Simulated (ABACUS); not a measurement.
**BP in ABACUS: the effect of functional**

Crystal: BP.

```
P B
1.0
     0.00000    2.22268    2.22268
     2.22268    0.00000    2.22268
     2.22268    2.22268    0.00000
P B
1 1
Cartesian
  3.3340 3.3340 3.3340
  0.0000 0.0000 0.0000
```

The cell isn't the ideal one: volume scaled by 0.94.

Alike in all runs:

| Item | Value |
| --- | --- |
| Program | ABACUS 3.10.1 |
| Task | equation of state |
| Potentials or basis | SG15 ONCV 1.2 PBE |
| Cutoff | 1034 eV |
| Density cutoff | 4136 eV |
| Basis | plane waves |
| k mesh | 7 × 7 × 7 |
| Occupations | fermi-dirac, width 0.05 eV |
| Spin | no spin polarisation |

Question: One run gave: gap on the mesh 1.33 eV; pressure 11.0 GPa. Which functional did it use?
A. r2SCAN
B. PBE
C. PBEsol
D. PW91
E. LDA

Answer: A.

```tsv
functional	gap on the mesh (eV)	pressure (GPa)
LDA	1.02	10.4
PBE	1.19	11.7
PBEsol	1.04	10.2
PW91	1.22	11.7
WC	1.08	10.2
r2SCAN	1.33	11.0
TPSS	1.30	12.3
```

Caveats: an odd mesh through Γ misses points on the zone boundary, where band edges often lie; the potentials were made for another functional, which shifts forces and pressure (some runs).
